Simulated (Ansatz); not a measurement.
TePb under changes of volume

One of the cells (33.730 Å³/atom); the others are scaled copies at fixed shape and fractional positions:

```
Pb Te
1.0
     0.00000    3.23100    3.23100
     3.23100    0.00000    3.23100
     3.23100    3.23100    0.00000
Pb Te
1 1
Direct
  0.00000 0.00000 0.00000
  0.50000 0.50000 0.50000
```

* Program: Ansatz 0.2.0
* Functional: BLYP
* Dispersion: D3(BJ)
* Potentials or basis: Ansatz PAW
* Cutoff: 420 eV (not typed: the program's choice for these potentials)
* k mesh: 7 × 7 × 7
* Occupations: fermi-dirac, width 0.05 eV
* Spin: no spin polarisation

| volume (Å³/atom) | energy over the lowest point (meV/atom) | pressure (GPa) |
| --- | --- | --- |
| 31.706 | 26.54 | 3.8 |
| 32.380 | 13.26 | 2.6 |
| 33.055 | 4.75 | 1.5 |
| 33.730 | 0.51 | 0.5 |
| 34.404 | 0.00 | -0.3 |
| 35.079 | 2.50 | -0.9 |
| 35.753 | ? | ? |

What does the run at 35.753 Å³/atom give?

Energy over the lowest point 6.60 meV/atom; pressure -1.0 GPa.

Worked out: A Birch-Murnaghan fit of order 3 (a polynomial in V^(-2/3)) to the other rows has its minimum at 34.18 Å³/atom with B0 = V·E''(V) = 40 GPa and B' = 6.6. It gives 7.77 meV/atom at 35.753 Å³/atom, against the run's 6.60, and -dE/dV = -1.5 GPa, against -1.0.

Energies are extrapolated to zero smearing.

Caveats: the PAW data sets come from PBE, with cores solved anew for the run's functional, which leaves a small shift of forces and pressure.
